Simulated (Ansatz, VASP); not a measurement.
Ge: VASP beside Ansatz

```
Ge
1.0
     4.20703    0.00000    0.00000
    -2.10352    3.64340    0.00000
     0.00000    0.00000   11.58337
Ge
4
Direct
  0.00000 0.00000 0.96381
  0.00000 0.00000 0.46381
  0.33333 0.66667 0.92849
  0.66667 0.33333 0.42849
```

Alike in both runs: task single point; functional PBEsol; k mesh 12 × 12 × 4; occupations gaussian, width 0.1 eV; no spin polarisation.

```csv
,VASP,Ansatz
version,VASP 6.6.1,Ansatz 0.2.0
potentials or method,"VASP PAW PBE potentials, release 64 (Ge_d)","scalar-relativistic, plane waves, PAW"
plane-wave cutoff (eV),520,420
valence electrons in the cell,56,56
```

```csv
,VASP,Ansatz,Ansatz less VASP
gap on the k mesh at the Fermi level (eV),none,none,-
pressure (GPa),-3.0,-3.0,+0.05
largest component of the traceless stress (GPa),3.15,3.12,-0.023
rms of the force components (eV/Å),0.237,0.240,+0.0035
```

Atom by atom the forces differ by 0.003 eV/Å (rms over components). A gap of «none» marks a metal or a gap that the smearing closes.

Caveats: the PAW data sets were made with another functional, which shifts forces and pressure a little (VASP).
